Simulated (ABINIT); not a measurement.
# HgTe (Coloradoite) (F-43m) in ABINIT: settings compared

The runs below take HgTe (Coloradoite) through equation of state, with PBE+D3, LDA.

All numbers are computed with ABINIT 10.8.3 (patched build); they aren't measurements. Logs are shortened: lines on timing, memory, paths and dates and some standing lists are left out, and cuts for length are marked. The log counts tension as positive stress, the text compression.

**Experimental background.**

A printed reference work, monograph reports, for a bulk crystal of HgTe: bulk modulus 43 GPa.

How close the calculation comes is told below.

**1. The crystal as given**

It takes space group F-43m (No. 216, cubic). Conventional cell: a = 6.429 Å, b = 6.429 Å, c = 6.429 Å, α = 90.00°, β = 90.00°, γ = 90.00°. Around Hg (site symmetry -43m) lie 4 Te at 2.78 Å. Te (site symmetry -43m) has 4 Hg at 2.78 Å as nearest neighbours.

**2. Equation of state, PBE+D3**

run.abi

```
# Datasets: one volume each
ndtset 7
getwfk -1
scalecart1 3*0.9795861087
scalecart2 3*0.9864848297
scalecart3 3*0.9932883884
scalecart4 3*1.0000000000
scalecart5 3*1.0066227096
scalecart6 3*1.0131594038
scalecart7 3*1.0196128224

# Pseudopotentials
pp_dirpath "./"
pseudos "Hg.GGA_PBE-JTH.xml, Te.GGA_PBE-JTH.xml"

# Structure
acell 3*1.0 Angstrom
rprim
     0.0000000000     3.2145000000     3.2145000000
     3.2145000000     0.0000000000     3.2145000000
     3.2145000000     3.2145000000     0.0000000000
ntypat 2
znucl 80 52
natom 2
typat 1 2
xred
     0.0000000000     0.0000000000     0.0000000000
     0.7500000000     0.7500000000     0.7500000000

# Plane-wave basis
ecut 20.0
pawecutdg 40.0

# k points
kptopt 1
ngkpt 7 7 7
nshiftk 1
shiftk 0.0 0.0 0.0

# Exchange and correlation
ixc 11
vdw_xc 6

# Bands and occupations
nband 13
occopt 3
tsmear 0.00183747

# SCF cycle
nstep 100
tolvrs 1.0e-9

# Output
iomode 3
prtwf 1
prtden 0
prteig 0
prtebands 0
```

Potentials or basis: JTH PAW PBE v2.0.

Launch:

```sh
$ abinit run.abi > log 2>&1
```

run.abo:

```text
.Version 10.8.3 of ABINIT
 DATASET    1 : space group F-4 3 m (#216); Bravais cF (face-center cubic)
================================================================================
 Values of the parameters that define the memory need for DATASET  1.
     intxc =       0    ionmov =       0      iscf =      17    lmnmax =      18
     lnmax =       6     mgfft =      36  mpssoang =       3    mqgrid =    3001
     natom =       2  nloc_mem =       2    nspden =       1   nspinor =       1
    nsppol =       1      nsym =      24    n1xccc =       1    ntypat =       2
    occopt =       3   xclevel =       2
       mpw =        1823          nfft =       46656          nkpt =          20
 PAW method is used; the additional fine FFT grid is defined by:
   mgfftf=        48    nfftf =    110592
================================================================================
================================================================================
[... 71 lines left out ...]
 DATASET    7 : space group F-4 3 m (#216); Bravais cF (face-center cubic)
================================================================================
 Values of the parameters that define the memory need for DATASET  7.
     intxc =       0    ionmov =       0      iscf =      17    lmnmax =      18
     lnmax =       6     mgfft =      36  mpssoang =       3    mqgrid =    3001
     natom =       2  nloc_mem =       2    nspden =       1   nspinor =       1
    nsppol =       1      nsym =      24    n1xccc =       1    ntypat =       2
    occopt =       3   xclevel =       2
       mpw =        2048          nfft =       46656          nkpt =          20
 PAW method is used; the additional fine FFT grid is defined by:
   mgfftf=        50    nfftf =    125000
================================================================================
================================================================================

--------------------------------------------------------------------------------
------------- Echo of variables that govern the present computation ------------
--------------------------------------------------------------------------------
 -outvars: echo values of preprocessed input variables --------
            acell      1.8897261259E+00  1.8897261259E+00  1.8897261259E+00 Bohr
              amu      2.00590000E+02  1.27600000E+02
             ecut      2.00000000E+01 Hartree
           getwfk          -1
              ixc          11
           jdtset        1    2    3    4    5    6    7
         kptrlatt        7    0    0      0    7    0      0    0    7
          kptrlen1     5.89071421E+01
          kptrlen2     5.93219948E+01
          kptrlen3     5.97311249E+01
          kptrlen4     6.01347258E+01
          kptrlen5     6.05329807E+01
          kptrlen6     6.09260630E+01
          kptrlen7     6.13141375E+01
            natom           2
            nband          13
           ndtset           7
            ngfft          36      36      36
          ngfftdg1         48      48      48
          ngfftdg2         50      50      50
          ngfftdg3         50      50      50
          ngfftdg4         50      50      50
          ngfftdg5         50      50      50
          ngfftdg6         50      50      50
          ngfftdg7         50      50      50
             nkpt          20
            nstep         100
             nsym          24
           ntypat           2
           occopt           3
        pawecutdg      4.00000000E+01 Hartree
         pawxcdev           0
           prtden           0
        prtebands           0
           prteig           0
            rprim1     0.0000000000E+00  3.1488795464E+00  3.1488795464E+00
                       3.1488795464E+00  0.0000000000E+00  3.1488795464E+00
                       3.1488795464E+00  3.1488795464E+00  0.0000000000E+00
            rprim2     0.0000000000E+00  3.1710554851E+00  3.1710554851E+00
                       3.1710554851E+00  0.0000000000E+00  3.1710554851E+00
                       3.1710554851E+00  3.1710554851E+00  0.0000000000E+00
            rprim3     0.0000000000E+00  3.1929255245E+00  3.1929255245E+00
                       3.1929255245E+00  0.0000000000E+00  3.1929255245E+00
                       3.1929255245E+00  3.1929255245E+00  0.0000000000E+00
            rprim4     0.0000000000E+00  3.2145000000E+00  3.2145000000E+00
                       3.2145000000E+00  0.0000000000E+00  3.2145000000E+00
                       3.2145000000E+00  3.2145000000E+00  0.0000000000E+00
            rprim5     0.0000000000E+00  3.2357887000E+00  3.2357887000E+00
                       3.2357887000E+00  0.0000000000E+00  3.2357887000E+00
                       3.2357887000E+00  3.2357887000E+00  0.0000000000E+00
            rprim6     0.0000000000E+00  3.2568009035E+00  3.2568009035E+00
                       3.2568009035E+00  0.0000000000E+00  3.2568009035E+00
                       3.2568009035E+00  3.2568009035E+00  0.0000000000E+00
            rprim7     0.0000000000E+00  3.2775454176E+00  3.2775454176E+00
                       3.2775454176E+00  0.0000000000E+00  3.2775454176E+00
                       3.2775454176E+00  3.2775454176E+00  0.0000000000E+00
          spgroup         216
           tolvrs      1.00000000E-09
           tsmear      1.83747000E-03 Hartree
            typat      1  2
           useylm           1
           vdw_xc           6
           xangst1     0.0000000000E+00  0.0000000000E+00  0.0000000000E+00
                       4.7233193196E+00  4.7233193196E+00  4.7233193196E+00
           xangst2     0.0000000000E+00  0.0000000000E+00  0.0000000000E+00
                       4.7565832276E+00  4.7565832276E+00  4.7565832276E+00
           xangst3     0.0000000000E+00  0.0000000000E+00  0.0000000000E+00
                       4.7893882868E+00  4.7893882868E+00  4.7893882868E+00
           xangst4     0.0000000000E+00  0.0000000000E+00  0.0000000000E+00
                       4.8217500000E+00  4.8217500000E+00  4.8217500000E+00
           xangst5     0.0000000000E+00  0.0000000000E+00  0.0000000000E+00
                       4.8536830500E+00  4.8536830500E+00  4.8536830500E+00
           xangst6     0.0000000000E+00  0.0000000000E+00  0.0000000000E+00
                       4.8852013553E+00  4.8852013553E+00  4.8852013553E+00
           xangst7     0.0000000000E+00  0.0000000000E+00  0.0000000000E+00
                       4.9163181264E+00  4.9163181264E+00  4.9163181264E+00
            xcart1     0.0000000000E+00  0.0000000000E+00  0.0000000000E+00
                       8.9257799193E+00  8.9257799193E+00  8.9257799193E+00
            xcart2     0.0000000000E+00  0.0000000000E+00  0.0000000000E+00
                       8.9886395953E+00  8.9886395953E+00  8.9886395953E+00
            xcart3     0.0000000000E+00  0.0000000000E+00  0.0000000000E+00
                       9.0506321726E+00  9.0506321726E+00  9.0506321726E+00
            xcart4     0.0000000000E+00  0.0000000000E+00  0.0000000000E+00
                       9.1117869476E+00  9.1117869476E+00  9.1117869476E+00
            xcart5     0.0000000000E+00  0.0000000000E+00  0.0000000000E+00
                       9.1721316665E+00  9.1721316665E+00  9.1721316665E+00
            xcart6     0.0000000000E+00  0.0000000000E+00  0.0000000000E+00
                       9.2316926314E+00  9.2316926314E+00  9.2316926314E+00
            xcart7     0.0000000000E+00  0.0000000000E+00  0.0000000000E+00
                       9.2904948067E+00  9.2904948067E+00  9.2904948067E+00
             xred      0.0000000000E+00  0.0000000000E+00  0.0000000000E+00
                       7.5000000000E-01  7.5000000000E-01  7.5000000000E-01
            znucl       80.00000   52.00000

================================================================================

 chkinp: Checking input parameters for consistency, jdtset=   1.

 chkinp: Checking input parameters for consistency, jdtset=   2.
[... 40 lines left out ...]
 getcut: wavevector=  0.0000  0.0000  0.0000  ngfft=  48  48  48
         ecut(hartree)=     40.000   => boxcut(ratio)=   2.00344

--- Pseudopotential description ------------------------------------------------
- pspini: atom type   1  psp file is ./Hg.GGA_PBE-JTH.xml
 Pseudopotential format is: paw10
 basis_size (lnmax)=  6 (lmn_size= 18), orbitals=   0   0   1   1   2   2
 Spheres core radius: rc_sph= 2.40020299
 Shapefunction is SIN type: shapef(r)=[sin(pi*r/rshp)/(pi*r/rshp)]**2
 Radius for shape functions =  2.25617906
 Compensation charge density is not taken into account in XC energy/potential

- pspini: atom type   2  psp file is ./Te.GGA_PBE-JTH.xml
 Pseudopotential format is: paw10
 basis_size (lnmax)=  4 (lmn_size=  8), orbitals=   0   0   1   1
 Spheres core radius: rc_sph= 2.31107438
 Shapefunction is SIN type: shapef(r)=[sin(pi*r/rshp)/(pi*r/rshp)]**2
 Radius for shape functions =  2.10488624
 Compensation charge density is not taken into account in XC energy/potential

   2.75286751E+03                                ecore*ucvol(ha*bohr**3)
--------------------------------------------------------------------------------

[... 1298 lines left out ...]
-Cartesian components of stress tensor (GPa)         [Pressure= -1.2277E-02 GPa]
- sigma(1 1)=  1.22774946E-02  sigma(3 2)=  0.00000000E+00
- sigma(2 2)=  1.22774946E-02  sigma(3 1)=  0.00000000E+00
- sigma(3 3)=  1.22774946E-02  sigma(2 1)=  0.00000000E+00

== END DATASET(S) ==============================================================
================================================================================

 -outvars: echo values of variables after computation  --------
            acell      1.8897261259E+00  1.8897261259E+00  1.8897261259E+00 Bohr
           etotal1    -5.0568313964E+01
           etotal2    -5.0570123242E+01
           etotal3    -5.0571512924E+01
           etotal4    -5.0572529826E+01
           etotal5    -5.0573217099E+01
           etotal6    -5.0573610063E+01
           etotal7    -5.0573742564E+01
            fcart1     5.3028031994E-31 -1.7676010665E-31 -1.7676010665E-31
                      -5.3028031994E-31  1.7676010665E-31  1.7676010665E-31
            fcart2    -0.0000000000E+00 -0.0000000000E+00 -0.0000000000E+00
                      -0.0000000000E+00 -0.0000000000E+00 -0.0000000000E+00
            fcart3    -0.0000000000E+00 -0.0000000000E+00 -0.0000000000E+00
                      -0.0000000000E+00 -0.0000000000E+00 -0.0000000000E+00
            fcart4    -5.1945523513E-31  1.7315174504E-31  8.6575872522E-31
                       5.1945523513E-31 -1.7315174504E-31 -8.6575872522E-31
            fcart5     1.7201255584E-31  1.7201255584E-31 -5.1603766752E-31
                      -1.7201255584E-31 -1.7201255584E-31  5.1603766752E-31
[... 38 lines left out ...]
                       0.0000000000E+00  0.0000000000E+00  0.0000000000E+00
           xangst1     0.0000000000E+00  0.0000000000E+00  0.0000000000E+00
                       4.7233193196E+00  4.7233193196E+00  4.7233193196E+00
           xangst2     0.0000000000E+00  0.0000000000E+00  0.0000000000E+00
                       4.7565832276E+00  4.7565832276E+00  4.7565832276E+00
           xangst3     0.0000000000E+00  0.0000000000E+00  0.0000000000E+00
                       4.7893882868E+00  4.7893882868E+00  4.7893882868E+00
           xangst4     0.0000000000E+00  0.0000000000E+00  0.0000000000E+00
                       4.8217500000E+00  4.8217500000E+00  4.8217500000E+00
           xangst5     0.0000000000E+00  0.0000000000E+00  0.0000000000E+00
                       4.8536830500E+00  4.8536830500E+00  4.8536830500E+00
           xangst6     0.0000000000E+00  0.0000000000E+00  0.0000000000E+00
                       4.8852013553E+00  4.8852013553E+00  4.8852013553E+00
           xangst7     0.0000000000E+00  0.0000000000E+00  0.0000000000E+00
                       4.9163181264E+00  4.9163181264E+00  4.9163181264E+00
             xred      0.0000000000E+00  0.0000000000E+00  0.0000000000E+00
                       7.5000000000E-01  7.5000000000E-01  7.5000000000E-01
 Calculation completed.
```

Wall time 2.8 min (1 thread of Arm Neoverse V1, shared host); peak memory 0.16 GiB.

Results:

- Equilibrium volume: 35.24 Å³/atom (rough: see the caveat)
- Bulk modulus: 40 GPa (rough)

Energy against volume, from the lowest point:
| volume (Å³/atom) | energy (meV/atom) |
| --- | --- |
| 31.223 | 73.86 |
| 31.887 | 49.24 |
| 32.551 | 30.34 |
| 33.215 | 16.50 |
| 33.880 | 7.15 |
| 34.544 | 1.80 |
| 35.208 | 0.00 |

Caveat: pressures at fixed basis lie under the slope of the energies; the minimum lies outside the volumes run.

**3. Equation of state, LDA**

Changes to run.abi since step 2:

```diff
@@ -1,2 +1 @@
-# Datasets: one volume each
 ndtset 7
@@ -11,7 +10,5 @@
 
-# Pseudopotentials
 pp_dirpath "./"
-pseudos "Hg.GGA_PBE-JTH.xml, Te.GGA_PBE-JTH.xml"
+pseudos "Hg.LDA_PW-JTH.xml, Te.LDA_PW-JTH.xml"
 
-# Structure
 acell 3*1.0 Angstrom
@@ -29,7 +26,5 @@
 
-# Plane-wave basis
-ecut 20.0
+ecut 544.227725 eV
 pawecutdg 40.0
 
-# k points
 kptopt 1
@@ -39,7 +34,4 @@
 
-# Exchange and correlation
-ixc 11
-vdw_xc 6
+ixc 7
 
-# Bands and occupations
 nband 13
@@ -48,3 +40,2 @@
 
-# SCF cycle
 nstep 100
@@ -52,3 +43,2 @@
 
-# Output
 iomode 3
@@ -58 +48,2 @@
 prtebands 0
+enunit 1
```

Potentials or basis: JTH PAW LDA v2.0.

Launch:

```sh
$ abinit run.abi > log 2>&1
```

It took 2.8 min on 1 thread of Arm Neoverse V1, shared host; peak memory 0.15 GiB.

It converged, with:

```yaml
Equilibrium_volume: 33.51 Å³/atom
Bulk_modulus: 48 GPa
Pressure_derivative_of_the_bulk_modulus: 5.2
```

Energy against volume, from the lowest point:
| volume (Å³/atom) | energy (meV/atom) |
| --- | --- |
| 31.223 | 26.62 |
| 31.887 | 12.64 |
| 32.551 | 3.97 |
| 33.215 | 0.00 |
| 33.880 | 0.18 |
| 34.544 | 4.04 |
| 35.208 | 11.16 |

Caveat: pressures at fixed basis lie under the slope of the energies. Spin-orbit coupling is left out, which matters for the levels of Hg, Te.

**4. Comparison with measurements**

Step 3. A measured bulk modulus of HgTe is 43 GPa (a printed reference work, monograph); the calculated 48 GPa misses it by +11.2 %. The fit is for a static lattice scaled at fixed shape and fixed fractional positions.
